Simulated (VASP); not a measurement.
AgBr:

```
Ag Br
1.0
     0.00000    2.87015    2.87015
     2.87015    0.00000    2.87015
     2.87015    2.87015    0.00000
Ag Br
1 1
Direct
  0.00000 0.00000 0.00000
  0.50000 0.50000 0.50000
```

* Program: VASP 6.6.1
* Task: relaxation of cell and atoms
* Functional: LDA
* Potentials or basis: VASP PAW LDA potentials, release 64 (Ag, Br)
* Cutoff: 600 eV
* k mesh: 8 × 8 × 8
* Occupations: gaussian, width 0.03 eV
* Spin: no spin polarisation

At the start: pressure -4.2 GPa; volume 23.64 Å³/atom.

Q: How do energy, volume and symmetry change on relaxing?

A: Over 3 steps the energy falls by 26.1 meV/atom and the volume is 21.80 Å³/atom (-7.8 %); space group Fm-3m (No. 225, to 0.05 Å).

The path:
| step | energy change (eV) | largest force (eV/Å) | pressure (GPa) | volume (Å³) |
| --- | --- | --- | --- | --- |
| 1 | 0.0000 | 0.0000 | -4.16 | 47.29 |
| 2 | -0.0515 | 0.0000 | 0.57 | 43.21 |
| 3 | -0.0522 | 0.0000 | 0.01 | 43.59 |

Final structure:
```
CELL_PARAMETERS angstrom
0.00000 2.79331 2.79331
2.79331 0.00000 2.79331
2.79331 2.79331 0.00000
ATOMIC_POSITIONS crystal
Ag 0.00000 0.00000 0.00000
Br 0.50000 0.50000 0.50000
```
